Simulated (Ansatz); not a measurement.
## Relaxing Rb

Level of theory: DFT PBEsol, scalar-relativistic, plane waves, PAW (Ansatz). (420 eV cutoff, 12×12×4 k-mesh, Gaussian smearing of 0.10 eV, no spin polarisation)

What was changed: uniaxial strain along a, with b, c and atoms relaxed: -1.5 %.

Command:

```bash
ansatz run input.yaml --threads 1 --pin off --max-ram 2560MiB --backend cpu --events-out ev --progress --plain --runs-dir out
```

Input:

```yaml
crystal:
  lattice:
    - [4.766091037, 0.0, 0.0]
    - [0.0, 4.7125926732, 0.0]
    - [0.0, 0.0, 15.7349974804]
  atoms:
    - { symbol: Rb, position: [0.2503903452, 0.25, 0.8813886927] }
    - { symbol: Rb, position: [0.2496096548, 0.75, 0.3813886927] }
    - { symbol: Rb, position: [0.7503903452, 0.25, 0.6186113073] }
    - { symbol: Rb, position: [0.7496096548, 0.75, 0.1186113073] }
basis:
  ecutwfc: 420
kpoints:
  mp_grid: { grid: [12, 12, 4] }
hamiltonian:
  xc: pbesol
scf:
  occupations: { method: gaussian, width: 0.1 }
output:
  forces: true
  stress: true
  eigenvalues: true
relax:
  adjacent_minimum: "off"
  f_tol: 0.008
  max_steps: 40
  cell: { stress_tol: 0.015, fix: [a, angles] }
```

F is the free energy. Steps run on the plane waves of an earlier cell, but the last one, and at times one on the way, on a freshly chosen basis, so a repeated geometry can differ a little in energy. The held parts of the cell keep their stress, so P needn't end at zero.

Steps:

```json
{"step": "1", "F − F(1) (eV)": "0.0000", "largest force component (eV/Å)": "0.002", "V (Å³/atom)": "88.355", "P (GPa)": "0.02"}
{"step": "2", "F − F(1) (eV)": "-0.0001", "largest force component (eV/Å)": "0.001", "V (Å³/atom)": "88.336", "P (GPa)": "0.02"}
{"step": "3", "F − F(1) (eV)": "-0.0008", "largest force component (eV/Å)": "0.000", "V (Å³/atom)": "88.151", "P (GPa)": "0.02"}
{"step": "4", "F − F(1) (eV)": "-0.0008", "largest force component (eV/Å)": "0.000", "V (Å³/atom)": "88.151", "P (GPa)": "0.02"}
```

Relaxed structure:

```cif
data_structure
_symmetry_space_group_name_H-M 'P 1'
_symmetry_Int_Tables_number 1
_cell_length_a 4.7661
_cell_length_b 4.6653
_cell_length_c 15.8579
_cell_angle_alpha 90.000
_cell_angle_beta 90.000
_cell_angle_gamma 90.000
_cell_volume 352.60
loop_
_atom_site_label
_atom_site_type_symbol
_atom_site_fract_x
_atom_site_fract_y
_atom_site_fract_z
_atom_site_occupancy
Rb1 Rb 0.25000 0.25000 0.88124 1
Rb2 Rb 0.25000 0.75000 0.38124 1
Rb3 Rb 0.75000 0.25000 0.61876 1
Rb4 Rb 0.75000 0.75000 0.11876 1
```

Symmetry: Cmcm, No. 63, orthorhombic system. Conventional cell: a = 4.665 Å, b = 15.858 Å, c = 4.766 Å, α = 90.00°, β = 90.00°, γ = 90.00°.

The run converged. The run took 3.3 min on 1 thread of Arm Neoverse V1, with other jobs on the host, peak memory 1.1 GiB.